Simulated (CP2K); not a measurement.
Ge:

```
CELL_PARAMETERS angstrom
2.71047 0.00000 0.00000
0.00000 2.71047 0.00000
0.00000 0.00000 2.71047
ATOMIC_POSITIONS crystal
Ge 0.00000 0.00000 0.00000
```

The cell was built by a generator and needn't be a form met in nature.

Base run:

| Item | Value |
| --- | --- |
| Program | CP2K 2026.2 |
| Functional | WC |
| Potentials or basis | POTENTIAL_UZH Ge GTH-PBE-q4; TZVP-MOLOPT-PBE-GTH basis |
| Density cutoff | 9184 eV |
| k mesh | 10 × 10 × 10 |
| Occupations | fermi-dirac, width 0.05 eV |
| Spin | no spin polarisation |

Its results: band gap on the k mesh none (metal or under the smearing width); pressure -0.3 GPa.

Task: The run is repeated on the same cell with these changes: functional from WC to rev-vdW-DF2. What comes out?

Result: Band gap on the k mesh none (metal or under the smearing width); pressure 1.7 GPa.

Caveats: the potentials were made for another functional, which shifts forces and pressure; the basis of atomic orbitals isn't converged, which shifts pressures, moduli and gaps.

Not every run made on this cell is shown here.
